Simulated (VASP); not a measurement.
SiC, 18 atoms in the cell. The cell holds a slab with vacuum, 18 atoms: a = 3.082 Å, b = 4.358 Å, c = 27.326 Å, α = 90.00°, β = 90.00°, γ = 90.00°. 

| Item | Value |
| --- | --- |
| Program | VASP 6.6.1 |
| Task | single point |
| Functional | PBEsol |
| Potentials or basis | VASP PAW PBE potentials, release 64 (Si, C) |
| Cutoff | 520 eV |
| k mesh | 9 × 6 × 1 |
| Occupations | gaussian, width 0.03 eV |
| Spin | no spin polarisation |
| Dipole correction | yes |
| Further INCAR settings | ALGO = Normal; EDIFF = 1e-06; NBANDS = 51 |

Potentials or basis: VASP PAW PBE potentials, release 64 (Si, C).

Launch:

```bash
$ cat potpaw_PBE.64/Si/POTCAR potpaw_PBE.64/C/POTCAR > POTCAR
$ mpirun -np 1 vasp_std > vasp.out
```

Hardware: 1 × NVIDIA H100 80GB with 1 thread of AMD EPYC 7R13 Processor (Zen 3), with other jobs on the host.

Q: How long does it take, and how much memory?

A: Run time: 6.2 min on 1 × NVIDIA H100 80GB with 1 thread of AMD EPYC 7R13 Processor (Zen 3), with other jobs on the host, peak memory 1.5 GiB. Counts: scf iterations 25, k points 20.
